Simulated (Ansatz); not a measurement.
# SiO2 (I-42d): the equilibrium volume, part 2 of 2

Aim: the volume at which the pressure of SiO2 (I-42d) vanishes.

Ansatz 0.2.0; DFT PBE, scalar-relativistic, plane waves, PAW. Earlier steps stand in the parts before.

### Step 3. Relaxing cell and atoms

Contents of input.yaml:

```yaml
crystal:
  lattice:
    - [-2.4772904627, 2.4772904627, 3.6556712422]
    - [2.4772904627, -2.4772904627, 3.6556712422]
    - [2.4772904627, 2.4772904627, -3.6556712422]
  atoms:
    - { symbol: Si, position: [0.0, 0.0, 0.0] }
    - { symbol: Si, position: [0.75, 0.25, 0.5] }
    - { symbol: O, position: [0.375, 0.22178613, 0.34678613] }
    - { symbol: O, position: [0.97178613, 0.625, 0.84678613] }
    - { symbol: O, position: [0.77821387, 0.125, 0.15321387] }
    - { symbol: O, position: [0.875, 0.02821387, 0.65321387] }
basis:
  ecutwfc: 420
kpoints:
  mp_grid: { grid: [6, 6, 6] }
hamiltonian:
  xc: pbe
scf:
  occupations: { method: gaussian, width: 0.02 }
output:
  forces: true
  stress: true
  eigenvalues: true
  write_density: true
  write_potential: true
  elf: true
  volumetric_format: npy
relax:
  adjacent_minimum: "off"
  f_tol: 0.005
  max_steps: 80
  cell: { stress_tol: 0.05 }
```

Run with:

```console
ansatz run input.yaml --threads 8 --pin off --max-ram 16384MiB --backend cpu --events-out ev --progress --plain --runs-dir out
```

The program printed:

```text
Warning: RAYON_NUM_THREADS=8 ignored (pool sized by the plan → 8); use --threads N
Engine: ansatz 0.2.0, aarch64-unknown-linux-gnu
Pseudopotentials: kind: paw
Pseudopotential: Si, paw, valence charge 4, recommended cutoff 420 eV (normal), Si.paw.azcp
Pseudopotential: O, paw, valence charge 6, recommended cutoff 420 eV (normal), O.paw.azcp
Functional definition: PBE
  parameter kappa = 0.804
  parameter beta = 0.06672455060314922
  exchange = pbe_x(kappa = kappa, mu = beta*pi^2/3)
  correlation = pbe_c(beta = beta)
Crystal: 6 atoms, lattice volume = 89.739 Å³
Basis set: ecut = 420 eV, 1769 PW (Γ), exchange–correlation on 72×72×72 points (8 copies of the dense FFT grid, shifted against one another)
Bands: 22, of which v1, the nominal top of the filled ones, is band 16 counted from 1 (15 counted from 0)
Symmetry: 8 space group operations
Space group: I-42d (ITA 122), of the structure as read, at distance tolerance 4.5e-5 Å
k-points: 30 of 216 (time reversal used)
Non-local potential: Si, projectors of the file, l = 0: 2, l = 1: 2, l = 2: 2
Non-local potential: O, projectors of the file, l = 0: 2, l = 1: 2, l = 2: 1
PAW form: soft (Blöchl's): semilocal exchange-correlation on the pseudo side does not see the compensation charge
PAW one-centre angular grid: Si, 110 points (default); XC on 64 Gauss nodes
PAW one-centre angular grid: O, 110 points (default); XC on 64 Gauss nodes
Initial density: superposition of atomic densities (neutral atoms: chi_scale 0, normalization atom), corrected by the library's trained network
Initial wavefunctions: pseudopotential atomic-orbital guess
Functional: x = pbe(κ = 0.804, μ = 0.2195149727645171), c = pbe(β = 0.06672455060314922)
SCF iter   1: F=—  HF=-3548.171434 eV  |F-HF|=—  |Δ(HF+E_count)|=         —  Δρ=9.25e-4  dr2=1.89e-4  ethr=1.77e-3  ⟨swp⟩=7.1  Hψ=3939  notcnv=0
preconditioner: auto → none  [insulator: Δε(μ)=5.923 eV  Ē_g=16.695 eV  σ=0.020 eV  W_gap=1.00  n_scr=14 (ndim 8)  ℏωp=22.2 eV  f_vac=0.253  D(μ)=0.00/eV (n_scr^D=0)  ε∞_Penn≈2.8]
SCF iter   2: F=—  HF=-3548.174040 eV  |F-HF|=—  |Δ(HF+E_count)|=   2.61e-3  Δρ=5.34e-4  dr2=8.80e-5  ethr=5.90e-7  ⟨swp⟩=3.0  Hψ=1765  notcnv=0  defer=50
SCF iter   3: F=—  HF=-3548.174481 eV  |F-HF|=—  |Δ(HF+E_count)|=   4.41e-4  Δρ=2.13e-4  dr2=1.51e-5  ethr=2.75e-7  ⟨swp⟩=2.0  Hψ=990  notcnv=0  defer=50
SCF iter   4: F=—  HF=-3548.174557 eV  |F-HF|=—  |Δ(HF+E_count)|=   7.62e-5  Δρ=6.65e-5  dr2=2.41e-6  ethr=4.72e-8  ⟨swp⟩=2.0  Hψ=1090  notcnv=0  defer=50
SCF iter   5: F=—  HF=-3548.174556 eV  |F-HF|=—  |Δ(HF+E_count)|=   6.13e-7  Δρ=2.54e-5  dr2=2.80e-7  ethr=7.55e-9  ⟨swp⟩=2.0  Hψ=970  notcnv=0  defer=50
SCF iter   6: F=-3548.174556 eV  HF=-3548.174556 eV  |F-HF|=9.20e-10  |Δ(HF+E_count)|=   1.24e-8  Δρ=3.98e-6  dr2=5.91e-9  ethr=3.13e-10  ⟨swp⟩=13.8  Hψ=4896  notcnv=0
SCF 1 converged in 6 iterations: F = -3548.174556 eV  dr2 = 5.91e-9
relax step   1: F+E_penalty+E_count = -3548.17455643 eV  Δ(F+E_penalty+E_count) = +0.000e0 eV  max|allowed force component| = 2.707e-1 eV/Å  Δτ_max = 0.0000 Å  P = +4.440 GPa  Ω = 89.739 Å³  (6 SCF iters, dr2 threshold 1.00e-7 eV, accepted)
Crystal: 6 atoms, lattice volume = 90.974 Å³
Basis set: ecut = 420 eV, 1817 PW (Γ), exchange–correlation on 72×72×72 points (8 copies of the dense FFT grid, shifted against one another)
Initial density: handed on by an earlier stage of this run
Initial wavefunctions: those handed on with the density
iter 1 solved again at ethr=2.35e-5 eV; its pass at ethr=3.10e-3 eV (dr2=7.52e-3 eV) is discarded
SCF iter   1: F=—  HF=-3548.196377 eV  |F-HF|=—  |Δ(HF+E_count)|=         —  Δρ=2.79e-3  dr2=6.50e-3  ethr=2.35e-5  ⟨swp⟩=1.9  Hψ=3408  notcnv=0
preconditioner: auto → none  [insulator: Δε(μ)=5.813 eV  Ē_g=16.550 eV  σ=0.020 eV  W_gap=1.00  n_scr=14 (ndim 8)  ℏωp=22.0 eV  f_vac=0.256  D(μ)=0.00/eV (n_scr^D=0)  ε∞_Penn≈2.8]
SCF iter   2: F=—  HF=-3548.194458 eV  |F-HF|=—  |Δ(HF+E_count)|=   1.92e-3  Δρ=1.35e-3  dr2=8.20e-4  ethr=2.03e-5  ⟨swp⟩=2.3  Hψ=1282  notcnv=0
SCF iter   3: F=—  HF=-3548.194204 eV  |F-HF|=—  |Δ(HF+E_count)|=   2.54e-4  Δρ=3.80e-4  dr2=7.81e-5  ethr=2.56e-6  ⟨swp⟩=2.0  Hψ=1017  notcnv=0
SCF iter   4: F=—  HF=-3548.194244 eV  |F-HF|=—  |Δ(HF+E_count)|=   4.00e-5  Δρ=7.30e-5  dr2=2.32e-6  ethr=2.44e-7  ⟨swp⟩=2.0  Hψ=1140  notcnv=0
SCF iter   5: F=-3548.194244 eV  HF=-3548.194244 eV  |F-HF|=2.03e-8  |Δ(HF+E_count)|=   4.04e-7  Δρ=7.41e-6  dr2=2.33e-8  ethr=1.87e-9  ⟨swp⟩=11.2  Hψ=5202  notcnv=0
SCF 2 converged in 5 iterations: F = -3548.194244 eV  dr2 = 2.33e-8
relax step   2: F+E_penalty+E_count = -3548.19424442 eV  Δ(F+E_penalty+E_count) = -1.969e-2 eV  max|allowed force component| = 1.370e-1 eV/Å  Δτ_max = 0.0027 Å  P = +2.278 GPa  Ω = 90.974 Å³  energy of the carried Pulay correction = -3.934e-3 eV  (5 SCF iters, dr2 threshold 6.00e-7 eV, accepted)
Crystal: 6 atoms, lattice volume = 92.335 Å³
Basis set: ecut = 420 eV, 1849 PW (Γ), exchange–correlation on 72×72×72 points (8 copies of the dense FFT grid, shifted against one another)
iter 1 solved again at ethr=2.60e-5 eV; its pass at ethr=3.10e-3 eV (dr2=8.33e-3 eV) is discarded
SCF iter   1: F=—  HF=-3548.201332 eV  |F-HF|=—  |Δ(HF+E_count)|=         —  Δρ=2.95e-3  dr2=7.39e-3  ethr=2.60e-5  ⟨swp⟩=2.1  Hψ=3502  notcnv=0
preconditioner: auto → none  [insulator: Δε(μ)=5.728 eV  Ē_g=16.424 eV  σ=0.020 eV  W_gap=1.00  n_scr=14 (ndim 8)  ℏωp=21.9 eV  f_vac=0.262  D(μ)=0.00/eV (n_scr^D=0)  ε∞_Penn≈2.8]
SCF iter   2: F=—  HF=-3548.199185 eV  |F-HF|=—  |Δ(HF+E_count)|=   2.15e-3  Δρ=1.45e-3  dr2=9.68e-4  ethr=2.31e-5  ⟨swp⟩=2.6  Hψ=1292  notcnv=0
SCF iter   3: F=—  HF=-3548.198892 eV  |F-HF|=—  |Δ(HF+E_count)|=   2.93e-4  Δρ=4.13e-4  dr2=9.31e-5  ethr=3.02e-6  ⟨swp⟩=2.0  Hψ=1017  notcnv=0
SCF iter   4: F=—  HF=-3548.198936 eV  |F-HF|=—  |Δ(HF+E_count)|=   4.37e-5  Δρ=7.84e-5  dr2=2.73e-6  ethr=2.91e-7  ⟨swp⟩=2.0  Hψ=1140  notcnv=0
SCF iter   5: F=-3548.198936 eV  HF=-3548.198936 eV  |F-HF|=2.27e-8  |Δ(HF+E_count)|=   5.18e-7  Δρ=7.82e-6  dr2=2.66e-8  ethr=1.87e-9  ⟨swp⟩=11.2  Hψ=5240  notcnv=0
SCF 3 converged in 5 iterations: F = -3548.198936 eV  dr2 = 2.66e-8
relax step   3: F+E_penalty+E_count = -3548.19893629 eV  Δ(F+E_penalty+E_count) = -4.692e-3 eV  max|allowed force component| = 5.785e-4 eV/Å  Δτ_max = 0.0033 Å  P = +0.065 GPa  Ω = 92.335 Å³  energy of the carried Pulay correction = -8.206e-3 eV  (5 SCF iters, dr2 threshold 6.00e-7 eV, accepted)
Crystal: 6 atoms, lattice volume = 92.391 Å³
iter 1 solved again at ethr=3.62e-8 eV; its pass at ethr=3.10e-3 eV (dr2=1.16e-5 eV) is discarded
SCF iter   1: F=—  HF=-3548.198714 eV  |F-HF|=—  |Δ(HF+E_count)|=         —  Δρ=1.11e-4  dr2=1.02e-5  ethr=3.62e-8  ⟨swp⟩=2.0  Hψ=3674  notcnv=0
preconditioner: auto → none  [insulator: Δε(μ)=5.762 eV  Ē_g=16.451 eV  σ=0.020 eV  W_gap=1.00  n_scr=14 (ndim 8)  ℏωp=21.9 eV  f_vac=0.257  D(μ)=0.00/eV (n_scr^D=0)  ε∞_Penn≈2.8]
SCF iter   2: F=—  HF=-3548.198779 eV  |F-HF|=—  |Δ(HF+E_count)|=   6.50e-5  Δρ=5.95e-5  dr2=1.44e-6  ethr=3.19e-8  ⟨swp⟩=2.0  Hψ=1089  notcnv=0
SCF iter   3: F=—  HF=-3548.198779 eV  |F-HF|=—  |Δ(HF+E_count)|=   3.14e-7  Δρ=2.12e-5  dr2=2.20e-7  ethr=4.49e-9  ⟨swp⟩=2.0  Hψ=1009  notcnv=0
SCF iter   4: F=—  HF=-3548.198779 eV  |F-HF|=—  |Δ(HF+E_count)|=   4.48e-9  Δρ=5.96e-6  dr2=1.79e-8  ethr=6.89e-10  ⟨swp⟩=2.0  Hψ=1139  notcnv=0
SCF iter   5: F=-3548.198779 eV  HF=-3548.198779 eV  |F-HF|=7.78e-11  |Δ(HF+E_count)|=   2.44e-9  Δρ=8.24e-7  dr2=3.39e-10  ethr=4.95e-11  ⟨swp⟩=7.4  Hψ=3538  notcnv=0
SCF 4 converged in 5 iterations: F = -3548.198779 eV  dr2 = 3.39e-10
relax step   4: F+E_penalty+E_count = -3548.19877906 eV  Δ(F+E_penalty+E_count) = +1.572e-4 eV  max|allowed force component| = 3.708e-3 eV/Å  Δτ_max = 0.0004 Å  P = -0.006 GPa  Ω = 92.391 Å³  energy of the carried Pulay correction = -8.380e-3 eV  (5 SCF iters, dr2 threshold 1.58e-8 eV, accepted)
Initial wavefunctions: pseudopotential atomic-orbital guess (no wavefunctions were taken with the density)
iter 1 solved again at ethr=2.42e-7 eV; its pass at ethr=3.10e-3 eV (dr2=7.75e-5 eV) is discarded
SCF iter   1: F=—  HF=-3548.207154 eV  |F-HF|=—  |Δ(HF+E_count)|=         —  Δρ=2.89e-4  dr2=8.62e-6  ethr=2.42e-7  ⟨swp⟩=3.0  Hψ=5939  notcnv=0
preconditioner: auto → none  [insulator: Δε(μ)=5.760 eV  Ē_g=16.450 eV  σ=0.020 eV  W_gap=1.00  n_scr=14 (ndim 8)  ℏωp=21.9 eV  f_vac=0.257  D(μ)=0.00/eV (n_scr^D=0)  ε∞_Penn≈2.8]
SCF iter   2: F=—  HF=-3548.208253 eV  |F-HF|=—  |Δ(HF+E_count)|=   1.10e-3  Δρ=1.35e-4  dr2=2.40e-6  ethr=2.69e-8  ⟨swp⟩=2.0  Hψ=1244  notcnv=0
SCF iter   3: F=—  HF=-3548.208587 eV  |F-HF|=—  |Δ(HF+E_count)|=   3.35e-4  Δρ=5.49e-5  dr2=3.61e-7  ethr=7.50e-9  ⟨swp⟩=2.0  Hψ=1016  notcnv=0
SCF iter   4: F=—  HF=-3548.208647 eV  |F-HF|=—  |Δ(HF+E_count)|=   5.99e-5  Δρ=3.81e-6  dr2=3.16e-9  ethr=1.13e-9  ⟨swp⟩=2.0  Hψ=1140  notcnv=0
SCF iter   5: F=-3548.208647 eV  HF=-3548.208647 eV  |F-HF|=3.88e-10  |Δ(HF+E_count)|=   1.50e-7  Δρ=3.46e-7  dr2=5.35e-11  ethr=1.00e-12  ⟨swp⟩=5.2  Hψ=3764  notcnv=0
SCF 5 converged in 5 iterations: F = -3548.208647 eV  dr2 = 5.35e-11
relax step   5: F+E_penalty+E_count = -3548.20864741 eV  Δ(F+E_penalty+E_count) = -9.868e-3 eV  max|allowed force component| = 3.639e-3 eV/Å  Δτ_max = 0.0000 Å  P = +0.189 GPa  Ω = 92.391 Å³  stress off target by 2.02e-1 GPa  SCF on the basis re-selected at this cell (its energy is not comparable with the rows above)  (5 SCF iters)
basis re-selected at this cell: Δ(F+E_penalty+E_count) = -9.868e-3 eV, ΔP = +0.195 GPa vs the last step (what re-selecting the basis moved, of the pressure what is left beyond the Pulay correction that the steps carried, after the strain that the cell walked since its last selection, with what the two solves' SCF thresholds leave and, on support functions, any second-order correction that the steps lacked; it is no measure of the basis error at this ecutwfc). This SCF's stress stands 2.02e-1 GPa from its target on what of the cell is left free (relax.cell.stress_tol is 5.00e-2 GPa) and its largest allowed force component is 3.64e-3 eV/Å (relax.f_tol is 5.00e-3 eV/Å): not within both, so this SCF does not close the relaxation
Crystal: 6 atoms, lattice volume = 92.838 Å³
iter 1 solved again at ethr=2.63e-6 eV; its pass at ethr=3.10e-3 eV (dr2=8.40e-4 eV) is discarded
SCF iter   1: F=—  HF=-3548.207872 eV  |F-HF|=—  |Δ(HF+E_count)|=         —  Δρ=1.15e-3  dr2=8.59e-4  ethr=2.63e-6  ⟨swp⟩=2.6  Hψ=3961  notcnv=0
preconditioner: auto → none  [insulator: Δε(μ)=5.743 eV  Ē_g=16.436 eV  σ=0.020 eV  W_gap=1.00  n_scr=14 (ndim 8)  ℏωp=21.8 eV  f_vac=0.261  D(μ)=0.00/eV (n_scr^D=0)  ε∞_Penn≈2.8]
SCF iter   2: F=—  HF=-3548.207640 eV  |F-HF|=—  |Δ(HF+E_count)|=   2.32e-4  Δρ=5.66e-4  dr2=1.13e-4  ethr=2.63e-6  ⟨swp⟩=2.1  Hψ=994  notcnv=0
SCF iter   3: F=—  HF=-3548.207630 eV  |F-HF|=—  |Δ(HF+E_count)|=   1.00e-5  Δρ=2.17e-4  dr2=2.64e-5  ethr=3.54e-7  ⟨swp⟩=2.0  Hψ=1020  notcnv=0
SCF iter   4: F=—  HF=-3548.207705 eV  |F-HF|=—  |Δ(HF+E_count)|=   7.48e-5  Δρ=6.02e-5  dr2=8.51e-7  ethr=8.24e-8  ⟨swp⟩=2.0  Hψ=1018  notcnv=0
SCF iter   5: F=-3548.207705 eV  HF=-3548.207705 eV  |F-HF|=7.67e-9  |Δ(HF+E_count)|=   2.42e-7  Δρ=5.66e-6  dr2=7.83e-9  ethr=3.20e-10  ⟨swp⟩=9.7  Hψ=4748  notcnv=0
SCF 6 converged in 5 iterations: F = -3548.207705 eV  dr2 = 7.83e-9
relax step   6: F+E_penalty+E_count = -3548.20770510 eV  Δ(F+E_penalty+E_count) = +9.423e-4 eV  max|allowed force component| = 7.532e-3 eV/Å  Δτ_max = 0.0085 Å  P = +0.028 GPa  Ω = 92.838 Å³  energy of the carried Pulay correction = -1.415e-3 eV  (5 SCF iters, dr2 threshold 1.02e-7 eV, accepted)
Crystal: 6 atoms, lattice volume = 93.119 Å³
iter 1 solved again at ethr=1.32e-6 eV; its pass at ethr=3.10e-3 eV (dr2=4.21e-4 eV) is discarded
SCF iter   1: F=—  HF=-3548.206998 eV  |F-HF|=—  |Δ(HF+E_count)|=         —  Δρ=8.46e-4  dr2=4.53e-4  ethr=1.32e-6  ⟨swp⟩=3.1  Hψ=3994  notcnv=0
preconditioner: auto → none  [insulator: Δε(μ)=5.736 eV  Ē_g=16.434 eV  σ=0.020 eV  W_gap=1.00  n_scr=14 (ndim 8)  ℏωp=21.8 eV  f_vac=0.264  D(μ)=0.00/eV (n_scr^D=0)  ε∞_Penn≈2.8]
SCF iter   2: F=—  HF=-3548.206864 eV  |F-HF|=—  |Δ(HF+E_count)|=   1.34e-4  Δρ=3.95e-4  dr2=5.56e-5  ethr=1.32e-6  ⟨swp⟩=2.6  Hψ=1089  notcnv=0
SCF iter   3: F=—  HF=-3548.206941 eV  |F-HF|=—  |Δ(HF+E_count)|=   7.73e-5  Δρ=1.37e-4  dr2=1.03e-5  ethr=1.74e-7  ⟨swp⟩=2.3  Hψ=1011  notcnv=0
SCF iter   4: F=—  HF=-3548.206937 eV  |F-HF|=—  |Δ(HF+E_count)|=   3.99e-6  Δρ=4.60e-5  dr2=5.32e-7  ethr=3.20e-8  ⟨swp⟩=2.0  Hψ=1020  notcnv=0
SCF iter   5: F=-3548.206937 eV  HF=-3548.206937 eV  |F-HF|=4.21e-9  |Δ(HF+E_count)|=   6.44e-8  Δρ=5.64e-6  dr2=7.87e-9  ethr=4.84e-11  ⟨swp⟩=6.6  Hψ=4333  notcnv=0
SCF 7 converged in 5 iterations: F = -3548.206937 eV  dr2 = 7.87e-9
relax step   7: F+E_penalty+E_count = -3548.20693733 eV  Δ(F+E_penalty+E_count) = +7.678e-4 eV  max|allowed force component| = 2.823e-3 eV/Å  Δτ_max = 0.0064 Å  P = +0.001 GPa  Ω = 93.119 Å³  energy of the carried Pulay correction = -2.324e-3 eV  (5 SCF iters, dr2 threshold 1.55e-8 eV, accepted)
iter 1 solved again at ethr=2.17e-7 eV; its pass at ethr=3.10e-3 eV (dr2=6.93e-5 eV) is discarded
SCF iter   1: F=—  HF=-3548.208880 eV  |F-HF|=—  |Δ(HF+E_count)|=         —  Δρ=1.07e-4  dr2=7.89e-7  ethr=2.17e-7  ⟨swp⟩=3.1  Hψ=5975  notcnv=0
preconditioner: auto → none  [insulator: Δε(μ)=5.737 eV  Ē_g=16.435 eV  σ=0.020 eV  W_gap=1.00  n_scr=14 (ndim 8)  ℏωp=21.8 eV  f_vac=0.263  D(μ)=0.00/eV (n_scr^D=0)  ε∞_Penn≈2.8]
SCF iter   2: F=—  HF=-3548.209316 eV  |F-HF|=—  |Δ(HF+E_count)|=   4.37e-4  Δρ=5.18e-5  dr2=2.00e-7  ethr=2.47e-9  ⟨swp⟩=2.0  Hψ=1172  notcnv=0
SCF iter   3: F=—  HF=-3548.209435 eV  |F-HF|=—  |Δ(HF+E_count)|=   1.19e-4  Δρ=1.75e-5  dr2=3.94e-8  ethr=6.26e-10  ⟨swp⟩=2.0  Hψ=1036  notcnv=0
SCF iter   4: F=—  HF=-3548.209448 eV  |F-HF|=—  |Δ(HF+E_count)|=   1.29e-5  Δρ=1.41e-6  dr2=4.03e-10  ethr=1.23e-10  ⟨swp⟩=2.0  Hψ=1102  notcnv=0
SCF iter   5: F=-3548.209448 eV  HF=-3548.209448 eV  |F-HF|=4.38e-10  |Δ(HF+E_count)|=   4.67e-8  Δρ=1.98e-7  dr2=1.73e-11  ethr=1.00e-12  ⟨swp⟩=7.9  Hψ=3546  notcnv=0
SCF 8 converged in 5 iterations: F = -3548.209448 eV  dr2 = 1.73e-11
relax step   8: F+E_penalty+E_count = -3548.20944842 eV  Δ(F+E_penalty+E_count) = -2.511e-3 eV  max|allowed force component| = 2.849e-3 eV/Å  Δτ_max = 0.0000 Å  P = +0.024 GPa  Ω = 93.119 Å³  stress off target by 4.23e-2 GPa  SCF on the basis re-selected at this cell (its energy is not comparable with the rows above)  (5 SCF iters)
basis re-selected at this cell: Δ(F+E_penalty+E_count) = -2.511e-3 eV, ΔP = +0.022 GPa vs the last step (what re-selecting the basis moved, of the pressure what is left beyond the Pulay correction that the steps carried, after the strain that the cell walked since its last selection, with what the two solves' SCF thresholds leave and, on support functions, any second-order correction that the steps lacked; it is no measure of the basis error at this ecutwfc). This SCF's stress stands 4.23e-2 GPa from its target on what of the cell is left free (relax.cell.stress_tol is 5.00e-2 GPa) and its largest allowed force component is 2.85e-3 eV/Å (relax.f_tol is 5.00e-3 eV/Å): within both
SCF converged after 5 iterations
Free energy (F): -3548.209448 eV
Harris-Foulkes:  -3548.209448 eV  (|F-HF|=4.38e-10)
Internal energy: -3548.209448 eV  (E = F + TS)
E sigma→0 (E₀):  -3548.209448 eV
Fermi energy:    3.400635 eV
--- Per-component energies (eV) ---
  E_band       = -195.915649
  E_kinetic    = 802.617979
  E_local      = -2380.294421  (includes V_loc(G=0)·N_el)
  E_nonlocal   = 239.672741
  E_hartree    = 884.051651
  E_xc         = -407.745480
  E_vxc        = -473.151619  (∫ρ·V_xc dr)
  E_paw        = -1662.199155  (= ΣΔE_a)
  E_vpaw       = -152.873848  (= ΣTr[D̂ρ^β])
  E_aug_tail   = 0.010370  (compensation charges beyond the density's cutoff)
  E_ewald      = -1024.323133
  E_smearing   = -0.000000  (= −TS)
  E_closure    = -0.000000  (closes the sum)
  Σ components = -3548.209448   (vs F -3548.209448, Δ=0.00e0)
--- Forces (eV/Å), atoms counted from 1 ---
  atom   1  Si     0.00000000     0.00000000    -0.00000000
  atom   2  Si    -0.00000000     0.00000000     0.00000000
  atom   3  O     -0.00284939    -0.00000000     0.00000000
  atom   4  O      0.00000000    -0.00284939     0.00000000
  atom   5  O      0.00000000     0.00284939    -0.00000000
  atom   6  O      0.00284939    -0.00000000     0.00000000
  max |Σ_I F_I| component: 1.13e-16 eV/Å
--- Stress (GPa, compression-positive) ---
        0.014471       0.000000       0.000000
        0.000000       0.014471      -0.000000
        0.000000      -0.000000       0.042339
  P = ⅓ Tr σ = 0.0238 GPa (0.238 kbar)
--- Band table (eV; the first three rows and the last of 30) ---
  k-point 0: bands = ["-18.5488", "-16.5477", "-16.5477", "-16.4886", "-8.6710", "-4.9309", "-4.9309", "-4.6772", "-1.9287", "-1.5164", "-1.0549", "-1.0549", "-1.0043", "-0.1284", "0.5316", "0.5316", "6.2697", "9.2704", "10.7773", "10.8399", "10.8399", "12.4336"]
  k-point 1: bands = ["-18.4408", "-16.7227", "-16.5528", "-16.5012", "-8.3887", "-5.1680", "-4.8013", "-4.5526", "-1.9979", "-1.4319", "-1.3529", "-1.1031", "-1.0663", "-0.0938", "0.4480", "0.4498", "6.8304", "9.5834", "10.1289", "10.6890", "11.6176", "12.0411"]
  k-point 2: bands = ["-18.1328", "-17.1563", "-16.5600", "-16.5300", "-7.6504", "-5.7877", "-4.5001", "-4.3492", "-2.1366", "-1.8042", "-1.3945", "-1.3778", "-0.8836", "-0.1331", "0.2567", "0.2859", "8.1484", "9.9655", "10.0184", "10.7179", "11.7454", "11.8549"]
  k-point 29: bands = ["-17.6618", "-17.6618", "-16.5779", "-16.5779", "-6.5297", "-6.5297", "-4.3803", "-4.3803", "-1.8952", "-1.8952", "-1.5207", "-1.5207", "-0.8987", "-0.8987", "0.1965", "0.1965", "9.2707", "9.2707", "10.7265", "10.7265", "11.8398", "11.8398"]
--- Relaxed structure (6 steps of the walk, 6 accepted, 2 SCFs on fresh bases) ---
  F+E_penalty+E_count = -3548.20944842 eV   max|allowed force component| = 2.849e-3 eV/Å   (the final SCF, on the basis selected at the relaxed cell)
  cell:  # Å, volume = 93.1186 Å³
    - [-2.513148698758317, 2.513148698758317, 3.685870511729413]
    - [2.513148698758317, -2.513148698758317, 3.685870511729413]
    - [2.513148698758317, 2.513148698758317, -3.685870511729413]
  atoms:
    - { symbol: Si, position: [1.3159738536019005e-35, 4.49454057109373e-35, 5.810514424695631e-35] }
    - { symbol: Si, position: [0.75, 0.25000000000000006, 0.5] }
    - { symbol: O, position: [0.37500000000000006, 0.2174786089835763, 0.34247860898357624] }
    - { symbol: O, position: [0.9674786089835763, 0.625, 0.8424786089835763] }
    - { symbol: O, position: [0.7825213910164239, 0.125, 0.15752139101642376] }
    - { symbol: O, position: [0.875, 0.032521391016423845, 0.6575213910164238] }
```

It took 8.2 s on 8 threads of Arm Neoverse V1, shared host; peak memory 0.45 GiB.

Step by step:

```csv
step,energy from step 1 (meV/atom),largest force component (eV/Å),pressure (GPa),volume (Å³/atom)
1,0.0,0.271,4.44,14.956
2,-3.3,0.137,2.28,15.162
3,-4.1,0.001,0.06,15.389
4,-4.0,0.004,-0.01,15.398
5,-5.7,0.004,0.19,15.398
6,-5.5,0.008,0.03,15.473
7,-5.4,0.003,0.00,15.520
8,-5.8,0.003,0.02,15.520
```

Step 1 is the start. Step 5 repeats a cell on a basis chosen anew, so the energy can jump there without a move. Step 8 repeats the geometry before it on a plane-wave basis chosen anew for the final cell, which shifts the energy by -0.4 meV/atom. The run keeps the 8 symmetry operations that it found, so it can't reach a distortion that breaks them.

This gives: volume 15.520 Å³/atom, pressure 0.02 GPa, mesh gap 5.74 eV.

### Step 4. The cell, before and after

The cell before and after:

| cell as typed | before | after | change |
| --- | --- | --- | --- |
| a (Å) | 5.063 | 5.120 | +1.1 % |
| b (Å) | 5.063 | 5.120 | +1.1 % |
| c (Å) | 5.063 | 5.120 | +1.1 % |
| α (°) | 121.42 | 121.21 | -0.21° |
| β (°) | 121.42 | 121.21 | -0.21° |
| γ (°) | 87.56 | 87.92 | +0.35° |
| volume (Å³/atom) | 14.956 | 15.520 | +3.8 % |
| shortest distance (Å) | 1.612 | 1.626 | +0.9 % |
| space group | I-42d | I-42d | same |

### Step 5. Summary of results

What follows sums up all 2 parts. Changes of volume or cell count from the first structure of part 1.

```
         quantity                                                                      value
           volume                                                             15.520 Å³/atom
         pressure                                                                   0.02 GPa
conventional cell  a = 5.026 Å, b = 5.026 Å, c = 7.372 Å, α = 90.00°, β = 90.00°, γ = 90.00°
  gap on the mesh                                                                    5.74 eV
```

What this shows: Over the 2 runs shown the cell moved from 14.96 to 15.52 Å³/atom, a change of +3.8 %, where the pressure is zero within 0.02 GPa.

These are semilocal Kohn-Sham gaps, which aren't the measured quantity. Such gaps usually fall short of the measured ones.
